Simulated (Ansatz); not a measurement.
# What strain does to GaN (P6_3mc)

A 4-atom cell of GaN started from a crystallographic database, relaxed with r2SCAN in Ansatz. It is hexagonal, P6_3mc (No. 186); conventional cell a = 3.183 Å, c = 5.184 Å, 11.37 Å³ an atom. Ga has 4 N at 1.95 Å; N has 4 Ga at 1.95 Å.

The axes x, y and z are those of this cell:
```yaml
crystal:
  lattice:
    - [3.18315, 0.00000, 0.00000]
    - [-1.59157, 2.75669, 0.00000]
    - [0.00000, 0.00000, 5.18363]
  atoms:
    - { symbol: Ga, position: [0.33333, 0.66667, 0.99911] }
    - { symbol: Ga, position: [0.66667, 0.33333, 0.49911] }
    - { symbol: N, position: [0.33333, 0.66667, 0.37589] }
    - { symbol: N, position: [0.66667, 0.33333, 0.87589] }
```

Unstrained: The PBE gap is direct at Γ: 1.934 eV. r2SCAN gives a direct gap of 2.351 eV at Γ. With HSE06 the gap is 3.199 eV and direct, at Γ. Meshes: PBE 12×12×6, r2SCAN 12×12×6, HSE06 6×6×4. Strains are changes of length per length, and xy shears are angles. After each strain the atoms were relaxed again with r2SCAN within the symmetry that the strain leaves, so tilts or polar shifts that break it weren't tested; points keep the names that they have in the unstrained zone. The values are computed, spin-unpolarised, and not measurements.

Changes of the least gap in eV (an overlap counts as a negative gap):
```json
{"strain": "xy shear, engineering strain (angle) +2.95 %", "volume change (%)": "0.0", "space group": "P2_1", "PBE": "-0.092", "r2SCAN": "-0.093", "HSE06": "-0.090", "energy rise, r2SCAN (meV/atom)": "3.6"}
{"strain": "uniaxial -2.68 % along x", "volume change (%)": "-2.7", "space group": "Cmc2_1", "PBE": "+0.033", "r2SCAN": "+0.039", "HSE06": "+0.059", "energy rise, r2SCAN (meV/atom)": "9.6"}
```

Xy shear, engineering strain (angle) +2.95 %. HSE06: the gap goes from 3.199 to 3.109 eV (-0.090 eV); with r2SCAN the top three valence levels at Γ, grouped 2+1 from the top over 36 meV, become 1+1+1 over 170 meV. Stress change with r2SCAN, compression positive: xx -0.08, yy +0.13, zz -0.04, xy -3.40 GPa.

Uniaxial -2.68 % along x, other directions held. HSE06: the gap goes from 3.199 to 3.258 eV (+0.059 eV); with r2SCAN the top three valence levels at Γ, grouped 2+1 from the top over 36 meV, become 1+1+1 over 214 meV. Stress change with r2SCAN, compression positive: xx +10.34, yy +3.84, zz +2.69 GPa.

The meshes of the hybrids are coarse, so their gaps aren't converged to the digits shown.

The splittings at Γ are without spin-orbit coupling, which regroups them where it is of like size or larger.
